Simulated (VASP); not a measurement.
# BN in VASP: a series of runs

One slab, BN, is run at these levels: PBE; tasks: single point.

Program: VASP 6.6.1. These are calculated values, not measurements. Logs are shortened: lines on timing, memory, paths and dates and some standing lists are left out, and cuts for length are marked.

## (1) The slab as given

The cell holds a slab with vacuum, 12 atoms: a = 2.502 Å, b = 3.669 Å, c = 23.301 Å, α = 90.00°, β = 90.00°, γ = 109.94°.

## (2) Single point, PBE

Input file INCAR:

```
SYSTEM = BN
PREC     = Accurate       ! precision mode
ENCUT    = 400            ! plane-wave cutoff, eV
EDIFF    = 1E-7           ! SCF threshold, eV
ISMEAR   = 0              ! smearing method
SIGMA    = 0.05           ! smearing width, eV
LREAL    = .FALSE.        ! projectors in reciprocal space
LASPH    = .TRUE.         ! aspherical terms in the spheres
NELM     = 120            ! most SCF steps
ALGO     = Normal         ! electronic algorithm
ISIF     = 2              ! what is computed and relaxed
LWAVE    = .FALSE.        ! write WAVECAR
LCHARG   = .FALSE.        ! write CHGCAR
LDIPOL   = .TRUE.       
IDIPOL   = 3            
DIPOL    = 0.5 0.5 0.500
GGA      = PE             ! functional
NBANDS   = 44             ! bands
LVHAR    = .TRUE.       
LVACPOTAV= .TRUE.
```

Input file KPOINTS:

```
Automatic mesh
0
G
  9 9 1
  0 0 0
```

Input file POSCAR:

```
BN
1.0
    2.5022435664      0.0000000000      0.0000000000
   -1.2511217832      3.4494137272      0.0000000000
    0.0000000000      0.0000000000     23.3006072779
N B
6 6
Direct
    0.0430320858      0.0860641716      0.2575040182
    0.6088097732      0.2176195465      0.3484441503
    0.1745874607      0.3491749214      0.4393842824
    0.7403651481      0.4807302963      0.5303244145
    0.3061428356      0.6122856712      0.6212645466
    0.8719205230      0.7438410461      0.7122046787
    0.5653061152      0.1306122303      0.2877953213
    0.1310838026      0.2621676052      0.3787354534
    0.6968614901      0.3937229801      0.4696755855
    0.2626391775      0.5252783550      0.5606157176
    0.8284168650      0.6568337299      0.6515558497
    0.3941945524      0.7883891049      0.7424959818
```

Potentials or basis: VASP PAW PBE potentials, release 64 (N, B).

Command:

```sh
> cat potpaw_PBE.64/N/POTCAR potpaw_PBE.64/B/POTCAR > POTCAR
> mpirun -np 1 vasp_std > vasp.out
```

OUTCAR:

```text
SYSTEM = BN
   PREC = Accurate
   ENCUT = 400
   EDIFF = 1E-7
   ISMEAR = 0
   LREAL = .FALSE.
   LASPH = .TRUE.
   NELM = 120
   ISIF = 2
   GGA = PE

 Found     25 irreducible k-points:

 Following reciprocal coordinates:
            Coordinates               Weight
  0.000000  0.000000  0.000000      1.000000
  0.111111  0.000000  0.000000      4.000000
  0.222222  0.000000  0.000000      4.000000
  0.333333  0.000000  0.000000      4.000000
  0.444444  0.000000  0.000000      4.000000
  0.000000  0.111111  0.000000      2.000000
   k-points           NKPTS =     25   k-points in BZ     NKDIM =     25   number of bands    NBANDS=     44
   number of dos      NEDOS =    301   number of ions     NIONS =     12
   total plane-waves  NPLWV =  61440
   dimension x,y,z NGX =    16 NGY =   24 NGZ =  160
   dimension x,y,z NGXF=    32 NGYF=   48 NGZF=  320
   ions per type =               6   6
   NGX,Y,Z   is equivalent  to a cutoff of  10.63, 10.87, 11.42 a.u.
   NGXF,Y,Z  is equivalent  to a cutoff of  21.26, 21.75, 22.83 a.u.
 SYSTEM =  BN
   PREC   = accura    normal or accurate (medium, high low for compatibility)
   ISTART =      0    job   : 0-new  1-cont  2-samecut
   ICHARG =      2    charge: 1-file 2-atom 10-const
   ISPIN  =      1    spin polarized calculation?
   LNONCOLLINEAR =      F non collinear calculations
   LSORBIT =      F    spin-orbit coupling
   LASPH  =      T    aspherical Exc in radial PAW
   ENCUT  =  400.0 eV  29.40 Ry    5.42 a.u.   4.08  5.98 38.00*2*pi/ulx,y,z
   NELM   =    120;   NELMIN=  2; NELMDL= -5     # of ELM steps
   EDIFF  = 0.1E-06   stopping-criterion for ELM
   LREAL  =      F    real-space projection
   EDIFFG = 0.1E-05   stopping-criterion for IOM
   NSW    =      0    number of steps for IOM
   IBRION =     -1    ionic relax: 0-MD 1-quasi-New 2-CG
   NFREE  =      0    steps in history (QN), initial steepest desc. (CG)
   ISIF   =      2    stress and relaxation
   ISYM   =      2    0-nonsym 1-usesym 2-fastsym
   POTIM  = 0.5000    time-step for ionic-motion
   TEBEG  =    0.0;   TEEND  =   0.0 temperature during run
   PSTRESS=    0.0 pullay stress
   NELECT =      48.0000    total number of electrons
   NUPDOWN=      -1.0000    fix difference up-down
   EMIN   =  10.00;   EMAX   =-10.00  energy-range for DOS
   EFERMI =   0.00;   METHOD = LEGACY
   ISMEAR =     0;   SIGMA  =   0.05  broadening in eV -4-tet -1-fermi 0-gaus
   EFERMI_NEDOS =   21; number of points for ismear=-14 and -15
   IALGO  =     38    algorithm
   IMIX   =      4    mixing-type and parameters
     AMIX     =   0.40;   BMIX     =  1.00
     AMIX_MAG =   1.60;   BMIX_MAG =  1.00
  volume/ion in A,a.u.               =      16.76       113.10
  Fermi-wavevector in a.u.,A,eV,Ry     =   1.015487  1.918993 14.030527  1.031215
  Thomas-Fermi vector in A             =   2.148776
   LORBIT       =      0    0 simple, 1 ext, 2 COOP (PROOUT), +10 PAW based schemes
   GGA     = PE    functional components
   LHFCALC =     F    Hartree Fock is set to
   AEXX    =    0.0000 exact exchange contribution
   IVDW    =     0    specifies the selected vdW correction
   LEPSILON=     F    determine dielectric tensor
   LRPA    =     F    only Hartree local field effects (RPA)
 non-spin polarized calculation
 Gauss-broadening in eV      SIGMA  =   0.05
  energy-cutoff  :      400.00
  volume of cell :      201.11
 maximum number of plane-waves:      3686
   NGX =  9   NGY = 11   NGZ = 75

 dipolmoment           0.000000      0.000000      0.130807 electrons x Angstroem

 number of electron      48.0000008 magnetization

 dipolmoment           0.000000      0.000000     -0.131218 electrons x Angstroem

 Free energy of the ion-electron system (eV)
  ---------------------------------------------------
  ext. energy  EPLUGINS =         0.00000000
  ---------------------------------------------------
  free energy    TOTEN  =       -98.80110907 eV

  energy without entropy =      -98.79203970  energy(sigma->0) =      -98.79657439

 E-fermi :  -1.1562     XC(G=0):  -6.2256

 val. band max:       -1.1585536886   @ k =   0.1111   0.1111   0.0000
 cond. band min:      -1.1401326980   @ k =   0.1111   0.3333   0.0000
 fundamental gap:      0.0184209906
 Fermi energy:        -1.1561544104

 k-point     1 :       0.0000    0.0000    0.0000
  band No.  band energies     occupation
      1     -21.0251      2.00000
      2     -20.1637      2.00000
      3     -19.4388      2.00000
      4     -18.6841      2.00000
      5     -17.7542      2.00000
      6     -15.7187      2.00000
[... 28 lines left out ...]
     35       6.4928      0.00000
     36       7.1928      0.00000

 k-point     2 :       0.1111    0.0000    0.0000
  band No.  band energies     occupation
      1     -20.8422      2.00000
      2     -19.9866      2.00000
      3     -19.2697      2.00000
      4     -18.5278      2.00000
      5     -17.6118      2.00000
      6     -15.5939      2.00000
[... 28 lines left out ...]
     35       6.8410      0.00000
     36       7.2219      0.00000

 k-point     3 :       0.2222    0.0000    0.0000
  band No.  band energies     occupation
      1     -20.3126      2.00000
      2     -19.4796      2.00000
      3     -18.7927      2.00000
      4     -18.0970      2.00000
      5     -17.2302      2.00000
      6     -15.2657      2.00000
[... 28 lines left out ...]
     35       7.3121      0.00000
     36       7.4760      0.00000

 k-point     4 :       0.3333    0.0000    0.0000
  band No.  band energies     occupation
      1     -19.5085      2.00000
      2     -18.7423      2.00000
      3     -18.1365      2.00000
      4     -17.5411      2.00000
      5     -16.7815      2.00000
      6     -14.8976      2.00000
[... 28 lines left out ...]
     35       7.6071      0.00000
     36       8.1515      0.00000

 k-point     5 :       0.4444    0.0000    0.0000
  band No.  band energies     occupation
      1     -18.6413      2.00000
      2     -18.1416      2.00000
      3     -17.6670      2.00000
      4     -17.1431      2.00000
      5     -16.5534      2.00000
      6     -14.7185      2.00000
[... 28 lines left out ...]
     35       8.2884      0.00000
     36       8.8978      0.00000

 k-point     6 :       0.0000    0.1111    0.0000
  band No.  band energies     occupation
      1     -20.9989      2.00000
      2     -20.1394      2.00000
      3     -19.4169      2.00000
      4     -18.6659      2.00000
      5     -17.7395      2.00000
      6     -15.7029      2.00000
[... 28 lines left out ...]
     35       6.6831      0.00000
     36       7.2680      0.00000

 [... further k-points ...]

 [bands above 36 left out]

------------------------ aborting loop because EDIFF is reached ----------------------------------------

  FORCE on cell =-STRESS in cart. coord.  units (eV):
  Direction    XX          YY          ZZ          XY          YZ          ZX
  --------------------------------------------------------------------------------------
  -------------------------------------------------------------------------------------
  Total       -3.6183249     -2.0631092      1.8271329      0.0000000      0.7379422      0.0000000
  in kB      -28.8254458    -16.4357940     14.5558852      0.0000000      5.8788289      0.0000000
  external PRESSURE =     -10.2351182 kB  Pullay stress =       0.0000000 kB

 VOLUME and BASIS-vectors are now :
 -----------------------------------------------------------------------------
  energy-cutoff  :      400.00
  volume of cell :      201.11
      direct lattice vectors                 reciprocal lattice vectors
     2.502243566  0.000000000  0.000000000     0.399641351  0.144952169  0.000000000
    -1.251121783  3.449413727  0.000000000     0.000000000  0.289904337  0.000000000
     0.000000000  0.000000000 23.300607278     0.000000000  0.000000000  0.042917336

 POSITION                                       TOTAL-FORCE (eV/Angst)
 -----------------------------------------------------------------------------------
      0.00000      0.29687      6.00000         0.000000      0.190236      1.250452
      1.25112      0.75066      8.11896        -0.000000      0.271432      1.510197
      0.00000      1.20445     10.23792        -0.000000      0.115191      0.684449
      1.25112      1.65824     12.35688        -0.000000      0.104930      0.636698
      0.00000      2.11203     14.47584        -0.000000      0.101352      0.674469
      1.25112      2.56582     16.59480         0.000000      0.302527      1.114028
      1.25112      0.45054      6.70581        -0.000000     -0.444978     -2.678680
      0.00000      0.90432      8.82477         0.000000     -0.120917     -0.745894
      1.25112      1.35811     10.94373         0.000000     -0.103732     -0.638907
      0.00000      1.81190     13.06269        -0.000000     -0.111493     -0.644548
      1.25112      2.26569     15.18165        -0.000000     -0.165472     -1.033870
     -0.00000      2.71948     17.30061        -0.000000     -0.139078     -0.128392
 -----------------------------------------------------------------------------------
    total drift:                                0.000091     -0.000431     -0.001297

  FREE ENERGIE OF THE ION-ELECTRON SYSTEM (eV)
  ---------------------------------------------------
  free  energy   TOTEN  =       -98.8011090750 eV

  energy  without entropy=      -98.7920396996  energy(sigma->0) =      -98.79657439

 vacuum level on the upper side and lower side of the slab         4.462         7.213
```

It took 4.6 min on 1 thread of Intel Xeon 6975P-C (Granite Rapids), shared host; peak memory 0.28 GiB.

The run converged, but some of its settings lie outside the range that counts as converged, so its numbers aren't taken as properties of the slab.

Results:

- Free energy: -98.8011 eV
- Largest force: 2.715 eV/Å
- Band gap on the k mesh: none (metal or under the smearing width)
- Work function of the upper face: 5.62 eV
- Work function of the lower face: 8.37 eV

Caveat: the cutoff is under 1.25 times the usual one of these potentials, so pressure, stress and relaxed cells hold a basis-set (Pulay) error.

## (3) Single point, PBE

INCAR: that of step 2 with these lines changed.

```diff
@@ -3,3 +3,3 @@
 ENCUT    = 400            ! plane-wave cutoff, eV
-EDIFF    = 1E-7           ! SCF threshold, eV
+EDIFF    = 0.001          ! SCF threshold, eV
 ISMEAR   = 0              ! smearing method
```

KPOINTS is that of step 2.

POSCAR is that of step 2.

Potentials or basis: VASP PAW PBE potentials, release 64 (N, B).

Command:

```sh
> cat potpaw_PBE.64/N/POTCAR potpaw_PBE.64/B/POTCAR > POTCAR
> mpirun -np 1 vasp_std > vasp.out
```

Wall time 2.8 min (1 thread of Intel Xeon 6975P-C (Granite Rapids), shared host); peak memory 0.28 GiB.

The run converged, but some of its settings lie outside the range that counts as converged, so its numbers aren't taken as properties of the slab.

What came out:

```yaml
Free_energy: -98.8096 eV
Largest_force: 2.781 eV/Å
Band_gap_on_the_k_mesh: none (metal or under the smearing width)
```

Caveat: the cutoff is under 1.25 times the usual one of these potentials, so pressure, stress and relaxed cells hold a basis-set (Pulay) error.

## (4) Single point, PBE

This run uses another cell than the first one, of 18.92 Å³/atom, 1.129 times its volume.

INCAR: that of step 3 with these lines changed.

```diff
@@ -3,3 +3,3 @@
 ENCUT    = 400            ! plane-wave cutoff, eV
-EDIFF    = 0.001          ! SCF threshold, eV
+EDIFF    = 1E-7           ! SCF threshold, eV
 ISMEAR   = 0              ! smearing method
@@ -13,5 +13,2 @@
 LCHARG   = .FALSE.        ! write CHGCAR
-LDIPOL   = .TRUE.       
-IDIPOL   = 3            
-DIPOL    = 0.5 0.5 0.500
 GGA      = PE             ! functional
@@ -19,2 +16,3 @@
 LVHAR    = .TRUE.       
-LVACPOTAV= .TRUE.
+LVACPOTAV= .TRUE.       
+IDIPOL   = 3
```

KPOINTS is that of step 3.

Input file POSCAR:

```
BN
1.0
    2.5022435664      0.0000000000      0.0000000000
   -1.2511217832      3.4494137272      0.0000000000
    0.0000000000      0.0000000000     26.3006072779
N B
6 6
Direct
    0.0430320858      0.0860641716      0.2851645181
    0.6088097732      0.2176195465      0.3657314906
    0.1745874607      0.3491749214      0.4462984631
    0.7403651481      0.4807302963      0.5268654357
    0.3061428356      0.6122856712      0.6074324082
    0.8719205230      0.7438410461      0.6879993807
    0.5653061152      0.1306122303      0.3120006193
    0.1310838026      0.2621676052      0.3925675918
    0.6968614901      0.3937229801      0.4731345643
    0.2626391775      0.5252783550      0.5537015369
    0.8284168650      0.6568337299      0.6342685094
    0.3941945524      0.7883891049      0.7148354819
```

Command:

```sh
> cat potpaw_PBE.64/N/POTCAR potpaw_PBE.64/B/POTCAR > POTCAR
> mpirun -np 1 vasp_std > vasp.out
```

Wall time 4.5 min (1 thread of Intel Xeon 6975P-C (Granite Rapids), shared host); peak memory 0.31 GiB.

These settings aren't checked as converged: the numbers below hold their error.

What came out:

| Property | Result |
| --- | --- |
| Free energy | -98.7869 eV |
| Largest force | 2.668 eV/Å |
| Band gap on the k mesh | none (metal or under the smearing width) |

Caveat: the cutoff is under 1.25 times the usual one of these potentials, so pressure, stress and relaxed cells hold a basis-set (Pulay) error.

[end of part 1 of 2]
